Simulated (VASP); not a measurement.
# N (P4_2/mnm) in VASP: a series of runs, part 2 of 2

VASP 6.6.1.

## 4. Single point, PBEsol

The input, INCAR:

```
PREC = Accurate
ENCUT = 280
EDIFF = 1E-6
ISMEAR = 0
SIGMA = 0.05
LREAL = F
LASPH = T
NELM = 100
ALGO = Normal
ISIF = 2
LWAVE = F
LCHARG = F
GGA = PS
ADDGRID = F
```

The input, KPOINTS:

```
regular mesh
0
Gamma
  4 4 3
```

The input, POSCAR:

```
N
1.0
    4.0840619700      0.0000000000      0.0000000000
    0.0000000000      4.0840619700      0.0000000000
    0.0000000000      0.0000000000      5.3459132500
N
4
Direct
    0.4042752000      0.5957248000      0.5000000000
    0.0957248000      0.0957248000      0.0000000000
    0.5957248000      0.4042752000      0.5000000000
    0.9042752000      0.9042752000      0.0000000000
```

Potentials or basis: VASP PAW PBE potentials, release 64 (N).

Launch:

```
$ cat potpaw_PBE.64/N/POTCAR > POTCAR
$ mpirun -np 1 vasp_std > vasp.out
```

OUTCAR:

```text
PREC = Accurate
   ENCUT = 280
   EDIFF = 1E-6
   ISMEAR = 0
   LREAL = F
   LASPH = T
   NELM = 100
   ISIF = 2
   GGA = PS

 Found     12 irreducible k-points:

 Following reciprocal coordinates:
            Coordinates               Weight
  0.000000  0.000000  0.000000      1.000000
  0.250000  0.000000  0.000000      4.000000
  0.500000  0.000000  0.000000      2.000000
  0.250000  0.250000  0.000000      4.000000
  0.500000  0.250000  0.000000      4.000000
  0.500000  0.500000  0.000000      1.000000
   k-points           NKPTS =     12   k-points in BZ     NKDIM =     12   number of bands    NBANDS=     14
   number of dos      NEDOS =    301   number of ions     NIONS =      4
   total plane-waves  NPLWV =  17280
   dimension x,y,z NGX =    24 NGY =   24 NGZ =   30
   dimension x,y,z NGXF=    48 NGYF=   48 NGZF=   60
   ions per type =               4
   NGX,Y,Z   is equivalent  to a cutoff of   9.77,  9.77,  9.33 a.u.
   NGXF,Y,Z  is equivalent  to a cutoff of  19.54, 19.54, 18.66 a.u.
 SYSTEM =  unknown system
   PREC   = accura    normal or accurate (medium, high low for compatibility)
   ISTART =      0    job   : 0-new  1-cont  2-samecut
   ICHARG =      2    charge: 1-file 2-atom 10-const
   ISPIN  =      1    spin polarized calculation?
   LNONCOLLINEAR =      F non collinear calculations
[... 75 lines left out ...]
     13       1.8409      0.00000
     14       1.8409      0.00000
[... 71 lines left out ...]
      1     -24.8953      2.00000
      2     -24.8953      2.00000
      3     -10.2721      2.00000
      4     -10.2721      2.00000
      5      -8.1420      2.00000
      6      -8.1420      2.00000
      7      -7.9694      2.00000
      8      -7.9694      2.00000
      9      -6.2626      2.00000
     10      -6.2626      2.00000
     11       1.4337      0.00000
     12       1.4337      0.00000
     13       2.4691      0.00000
     14       2.4691      0.00000

 [... further k-points ...]

------------------------ aborting loop because EDIFF is reached ----------------------------------------

  FORCE on cell =-STRESS in cart. coord.  units (eV):
  Direction    XX          YY          ZZ          XY          YZ          ZX
  --------------------------------------------------------------------------------------
  -------------------------------------------------------------------------------------
  Total      -12.4880438    -12.4880438    -13.7449729      0.0000000      0.0000000      0.0000000
  in kB     -224.3873872   -224.3873872   -246.9721132      0.0000000      0.0000000      0.0000000
  external PRESSURE =    -231.9156292 kB  Pullay stress =       0.0000000 kB

 VOLUME and BASIS-vectors are now :
 -----------------------------------------------------------------------------
  energy-cutoff  :      280.00
  volume of cell :       89.17
      direct lattice vectors                 reciprocal lattice vectors
     4.084061970  0.000000000  0.000000000     0.244854267  0.000000000  0.000000000
     0.000000000  4.084061970  0.000000000     0.000000000  0.244854267  0.000000000
     0.000000000  0.000000000  5.345913250     0.000000000  0.000000000  0.187058778

 POSITION                                       TOTAL-FORCE (eV/Angst)
 -----------------------------------------------------------------------------------
      1.65108      2.43298      2.67296        -1.431715      1.431715     -0.000000
      0.39095      0.39095      0.00000         1.431715      1.431715     -0.000000
      2.43298      1.65108      2.67296         1.431715     -1.431715      0.000000
      3.69312      3.69312      0.00000        -1.431715     -1.431715      0.000000
 -----------------------------------------------------------------------------------
    total drift:                                0.000000     -0.000000      0.000000

  FREE ENERGIE OF THE ION-ELECTRON SYSTEM (eV)
  ---------------------------------------------------
  free  energy   TOTEN  =       -33.7249190714 eV

  energy  without entropy=      -33.7249190714  energy(sigma->0) =      -33.72491907
```

OSZICAR:

```text
N       E                     dE             d eps       ncg     rms          rms(c)
DAV:   1     0.741991617012E+02    0.74199E+02   -0.67651E+03   344   0.732E+02
DAV:   2    -0.293124314659E+02   -0.10351E+03   -0.10038E+03   426   0.209E+02
DAV:   3    -0.349007169802E+02   -0.55883E+01   -0.55492E+01   426   0.564E+01
DAV:   4    -0.349449070680E+02   -0.44190E-01   -0.44138E-01   392   0.522E+00
DAV:   5    -0.349453687245E+02   -0.46166E-03   -0.46163E-03   414   0.510E-01    0.127E+01
DAV:   6    -0.339591220711E+02    0.98625E+00   -0.11346E+00   336   0.795E+00    0.772E+00
DAV:   7    -0.337320427576E+02    0.22708E+00   -0.10125E+00   390   0.778E+00    0.148E+00
DAV:   8    -0.337248458846E+02    0.71969E-02   -0.10839E-01   336   0.237E+00    0.240E-01
DAV:   9    -0.337247894078E+02    0.56477E-04   -0.28536E-03   336   0.409E-01    0.106E-01
DAV:  10    -0.337249223850E+02   -0.13298E-03   -0.40632E-04   408   0.165E-01    0.429E-02
DAV:  11    -0.337249182511E+02    0.41339E-05   -0.31246E-05   354   0.494E-02    0.614E-03
DAV:  12    -0.337249190714E+02   -0.82030E-06   -0.48616E-06   360   0.185E-02
   1 F= -.33724919E+02 E0= -.33724919E+02  d E =-.603934E-13
```

stdout:

```text
POSCAR found type information on POSCAR N
 POSCAR found :  1 types and       4 ions
 scaLAPACK will be used
 -----------------------------------------------------------------------------
|                                                                             |
|                                                                             |
|     You enforced a specific xc type in the INCAR file but a different       |
|     I HOPE YOU KNOW WHAT YOU ARE DOING!                                     |
|                                                                             |
 -----------------------------------------------------------------------------

 LDA part: xc-table for (Slater+PW92), standard interpolation
 POSCAR, INCAR and KPOINTS ok, starting setup
 FFT: planning ... GRIDC
 FFT: planning ... GRID_SOFT
 FFT: planning ... GRID
 WAVECAR not read
 entering main loop
```

It took 4.6 s on 1 thread of Intel Xeon Platinum 8259CL at 2.50GHz (Skylake/Cascade Lake), shared host; peak memory 0.13 GiB.

The run converged, but a check on its numbers failed (symmetry, net force, bounds or a known fault of this set-up), so they aren't taken as properties of the crystal.

Caveat: the cutoff lies under the usual one of these potentials, so the numbers hold a large basis-set error; the standard files for N, O and F lose accuracy on very short bonds; the PAW data sets were made with another functional, which shifts forces and pressure a little; an odd mesh through Γ misses points on the zone boundary, where band edges often lie.

## 5. Single point, PBEsol

INCAR, as its differences from that of step 4:

```diff
@@ -1,3 +1,3 @@
 PREC = Accurate
-ENCUT = 280
+ENCUT = 650
 EDIFF = 1E-6
```

The input, KPOINTS:

```
regular mesh
0
Gamma
  3 3 2
```

POSCAR is that of step 4.

Potentials or basis: VASP PAW PBE potentials, release 64 (N).

Launch:

```
$ cat potpaw_PBE.64/N/POTCAR > POTCAR
$ mpirun -np 1 vasp_std > vasp.out
```

OUTCAR:

```text
PREC = Accurate
   ENCUT = 650
   EDIFF = 1E-6
   ISMEAR = 0
   LREAL = F
   LASPH = T
   NELM = 100
   ISIF = 2
   GGA = PS

 Found      6 irreducible k-points:

 Following reciprocal coordinates:
            Coordinates               Weight
  0.000000  0.000000  0.000000      1.000000
  0.333333  0.000000  0.000000      4.000000
  0.333333  0.333333  0.000000      4.000000
  0.000000  0.000000  0.500000      1.000000
  0.333333  0.000000  0.500000      4.000000
  0.333333  0.333333  0.500000      4.000000
   k-points           NKPTS =      6   k-points in BZ     NKDIM =      6   number of bands    NBANDS=     14
   number of dos      NEDOS =    301   number of ions     NIONS =      4
   total plane-waves  NPLWV =  62208
   dimension x,y,z NGX =    36 NGY =   36 NGZ =   48
   dimension x,y,z NGXF=    72 NGYF=   72 NGZF=   96
   ions per type =               4
   NGX,Y,Z   is equivalent  to a cutoff of  14.65, 14.65, 14.93 a.u.
   NGXF,Y,Z  is equivalent  to a cutoff of  29.31, 29.31, 29.85 a.u.
 SYSTEM =  unknown system
   PREC   = accura    normal or accurate (medium, high low for compatibility)
   ISTART =      0    job   : 0-new  1-cont  2-samecut
   ICHARG =      2    charge: 1-file 2-atom 10-const
   ISPIN  =      1    spin polarized calculation?
   LNONCOLLINEAR =      F non collinear calculations
   LSORBIT =      F    spin-orbit coupling
   LASPH  =      T    aspherical Exc in radial PAW
   ENCUT  =  650.0 eV  47.77 Ry    6.91 a.u.   8.49  8.49 11.11*2*pi/ulx,y,z
   NELM   =    100;   NELMIN=  2; NELMDL= -5     # of ELM steps
   EDIFF  = 0.1E-05   stopping-criterion for ELM
   LREAL  =      F    real-space projection
   EDIFFG = 0.1E-04   stopping-criterion for IOM
   NSW    =      0    number of steps for IOM
   IBRION =     -1    ionic relax: 0-MD 1-quasi-New 2-CG
   NFREE  =      0    steps in history (QN), initial steepest desc. (CG)
   ISIF   =      2    stress and relaxation
   ISYM   =      2    0-nonsym 1-usesym 2-fastsym
   POTIM  = 0.5000    time-step for ionic-motion
   TEBEG  =    0.0;   TEEND  =   0.0 temperature during run
   PSTRESS=    0.0 pullay stress
   NELECT =      20.0000    total number of electrons
   NUPDOWN=      -1.0000    fix difference up-down
   EMIN   =  10.00;   EMAX   =-10.00  energy-range for DOS
   EFERMI =   0.00;   METHOD = LEGACY
   ISMEAR =     0;   SIGMA  =   0.05  broadening in eV -4-tet -1-fermi 0-gaus
[... 23 lines left out ...]
 number of electron      19.9999998 magnetization

 Free energy of the ion-electron system (eV)
  ---------------------------------------------------
  ext. energy  EPLUGINS =         0.00000000
  ---------------------------------------------------
  free energy    TOTEN  =       -34.15982083 eV

  energy without entropy =      -34.15982083  energy(sigma->0) =      -34.15982083

 E-fermi :  -6.1664     XC(G=0):  -6.4916

 val. band max:       -6.4244844066   @ k =   0.3333   0.3333   0.0000
 cond. band min:       0.4584873051   @ k =   0.0000   0.0000   0.0000
 fundamental gap:      6.8829717117
 Fermi energy:        -6.1664289272

 k-point     1 :       0.0000    0.0000    0.0000
  band No.  band energies     occupation
      1     -24.7585      2.00000
      2     -24.6951      2.00000
      3      -9.7215      2.00000
      4      -9.7215      2.00000
      5      -8.4560      2.00000
      6      -7.8846      2.00000
      7      -7.8846      2.00000
      8      -7.7913      2.00000
      9      -7.3849      2.00000
     10      -6.5741      2.00000
     11       0.4585      0.00000
     12       1.3354      0.00000
     13       1.7042      0.00000
     14       1.7042      0.00000
[... 71 lines left out ...]
      1     -24.7084      2.00000
      2     -24.7084      2.00000
      3     -10.0515      2.00000
      4     -10.0088      2.00000
      5      -8.3760      2.00000
      6      -8.1936      2.00000
      7      -8.0538      2.00000
      8      -7.9476      2.00000
      9      -6.4982      2.00000
     10      -6.4731      2.00000
     11       1.2721      0.00000
     12       1.3246      0.00000
     13       1.8699      0.00000
     14       1.9922      0.00000

------------------------ aborting loop because EDIFF is reached ----------------------------------------

  FORCE on cell =-STRESS in cart. coord.  units (eV):
  Direction    XX          YY          ZZ          XY          YZ          ZX
  --------------------------------------------------------------------------------------
  -------------------------------------------------------------------------------------
  Total        0.8961067      0.8961067      0.0738551      0.0000000      0.0000000      0.0000000
  in kB       16.1014050     16.1014050      1.3270424      0.0000000      0.0000000      0.0000000
  external PRESSURE =      11.1766175 kB  Pullay stress =       0.0000000 kB

 VOLUME and BASIS-vectors are now :
 -----------------------------------------------------------------------------
  energy-cutoff  :      650.00
  volume of cell :       89.17
      direct lattice vectors                 reciprocal lattice vectors
     4.084061970  0.000000000  0.000000000     0.244854267  0.000000000  0.000000000
     0.000000000  4.084061970  0.000000000     0.000000000  0.244854267  0.000000000
     0.000000000  0.000000000  5.345913250     0.000000000  0.000000000  0.187058778

 POSITION                                       TOTAL-FORCE (eV/Angst)
 -----------------------------------------------------------------------------------
      1.65108      2.43298      2.67296        -0.545373      0.545373      0.000000
      0.39095      0.39095      0.00000         0.545373      0.545373      0.000000
      2.43298      1.65108      2.67296         0.545373     -0.545373      0.000000
      3.69312      3.69312      0.00000        -0.545373     -0.545373     -0.000000
 -----------------------------------------------------------------------------------
    total drift:                                0.000000      0.000000     -0.000000

  FREE ENERGIE OF THE ION-ELECTRON SYSTEM (eV)
  ---------------------------------------------------
  free  energy   TOTEN  =       -34.1598208251 eV

  energy  without entropy=      -34.1598208251  energy(sigma->0) =      -34.15982083
```

OSZICAR:

```text
N       E                     dE             d eps       ncg     rms          rms(c)
DAV:   1     0.108628006484E+03    0.10863E+03   -0.97436E+03   168   0.140E+03
DAV:   2    -0.239478484048E+02   -0.13258E+03   -0.13110E+03   198   0.286E+02
DAV:   3    -0.356315132563E+02   -0.11684E+02   -0.11606E+02   240   0.923E+01
DAV:   4    -0.357347186085E+02   -0.10321E+00   -0.10276E+00   180   0.103E+01
DAV:   5    -0.357360706985E+02   -0.13521E-02   -0.13519E-02   204   0.107E+00    0.111E+01
DAV:   6    -0.344708380290E+02    0.12652E+01   -0.18209E+00   198   0.111E+01    0.641E+00
DAV:   7    -0.341657285138E+02    0.30511E+00   -0.11957E+00   198   0.924E+00    0.171E+00
DAV:   8    -0.341600340987E+02    0.56944E-02   -0.10402E-01   192   0.271E+00    0.277E-01
DAV:   9    -0.341596300726E+02    0.40403E-03   -0.44985E-03   180   0.536E-01    0.131E-01
DAV:  10    -0.341598503226E+02   -0.22025E-03   -0.63170E-04   204   0.230E-01    0.612E-02
DAV:  11    -0.341598190840E+02    0.31239E-04   -0.71846E-05   180   0.839E-02    0.589E-03
DAV:  12    -0.341598202620E+02   -0.11780E-05   -0.83675E-06   186   0.254E-02    0.927E-03
DAV:  13    -0.341598208251E+02   -0.56306E-06   -0.46026E-07    84   0.698E-03
   1 F= -.34159821E+02 E0= -.34159821E+02  d E =-.169381E-13
```

stdout:

```text
POSCAR found type information on POSCAR N
 POSCAR found :  1 types and       4 ions
 scaLAPACK will be used
 -----------------------------------------------------------------------------
|                                                                             |
|                                                                             |
|     You enforced a specific xc type in the INCAR file but a different       |
|     I HOPE YOU KNOW WHAT YOU ARE DOING!                                     |
|                                                                             |
 -----------------------------------------------------------------------------

 LDA part: xc-table for (Slater+PW92), standard interpolation
 POSCAR, INCAR and KPOINTS ok, starting setup
 FFT: planning ... GRIDC
 FFT: planning ... GRID_SOFT
 FFT: planning ... GRID
 WAVECAR not read
 entering main loop
```

Wall time 9.7 s (1 thread of Intel Xeon Platinum 8259CL at 2.50GHz (Skylake/Cascade Lake), shared host); peak memory 0.22 GiB.

The run converged, but some of its settings lie outside the range that counts as converged, so its numbers aren't taken as properties of the crystal.

What came out:

```
Free energy            : -34.1598 eV
Pressure               : 1.1 GPa
Largest force          : 0.771 eV/Å
Band gap on the k mesh : 6.88 eV, indirect (least direct gap 7.03 eV)
```

Caveat: the k mesh is coarse (spacing up to 0.59 Å⁻¹), so the values aren't converged; the standard files for N, O and F lose accuracy on very short bonds; the PAW data sets were made with another functional, which shifts forces and pressure a little; an odd mesh through Γ misses points on the zone boundary, where band edges often lie.

## 6. For comparison

An earlier run on the cell as given: functional PBE; potentials or basis VASP PAW PBE potentials, release 64 (N); cutoff 520 eV; k mesh 7 × 7 × 5; occupations fermi-dirac, width 0.05 eV; no spin polarisation.

* Pressure: 1.8 GPa
* Largest force: 1.072 eV/Å
* Band gap on the k mesh: 6.90 eV, indirect (least direct gap 7.08 eV)
